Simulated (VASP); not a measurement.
Here is a VASP 6.6.1 calculation.

Contents of INCAR:

```
SYSTEM = H13O6F
  ALGO = Normal
  EDIFF = 1E-7
  ENCUT = 520
  GGA = PE
  ISIF = 2
  ISMEAR = -1
  IVDW = 12
  LASPH = .True.
  LCHARG = .False.
  LREAL = Auto
  LWAVE = .False.
  NBANDS = 44
  NELM = 100
  PREC = Accurate
  SIGMA = 0.02
```

Contents of KPOINTS:

```
k-points
0
Gamma
  1 1 1
  0 0 0
```

File POSCAR:

```
H13O6F
1.0
    5.7750010000      0.0000000000      0.0000000000
    0.0000000000      5.7750010000      0.0000000000
    0.0000000000      0.0000000000      5.7750010000
O H F
6 13 1
Direct
    0.5758960042      0.6410907981      0.1782164194
    0.7331427302      0.2120865434      0.9542855490
    0.8772292853      0.9921210403      0.3536969085
    0.2979566584      0.4714977539      0.4623548983
    0.8218526715      0.4183895379      0.5159652786
    0.0926926246      0.8479132731      0.7168483607
    0.4496622598      0.7323981416      0.1271514931
    0.5824587736      0.5039652807      0.0804848345
    0.5675323693      0.1463376370      0.9234803596
    0.8217834075      0.0907532310      1.0530041467
    0.7733678315      0.8708743081      0.2922423736
    0.7842596045      1.1362768595      0.4088830461
    0.4095583706      0.5294890858      0.3426146593
    0.3919479841      0.3725367320      0.5515670041
    0.7811600379      0.3591168209      0.6705799705
    0.9975755848      0.4063549080      0.4824934229
   -0.0191861439      0.9037227872      0.5648830191
    0.1600519203      0.6983894895      0.6470301910
    0.1748051645     -0.0491947967      0.8559652197
    0.3245886884      0.0020606057      0.9983028574
```

Potentials or basis: VASP PAW PBE potentials, release 64 (O, H, F).

The run is started by

```console
$ cat potpaw_PBE.64/O/POTCAR potpaw_PBE.64/H/POTCAR potpaw_PBE.64/F/POTCAR > POTCAR
$ mpirun -np 1 vasp_gam > vasp.out
```

(1) What does it give for the dispersion energy per atom?

(2) Predict the band gap on the k mesh.

(3) Predict the pressure.

Results:

(1) -0.035 eV.

(2) 4.75 eV, direct.

(3) -0.9 GPa.
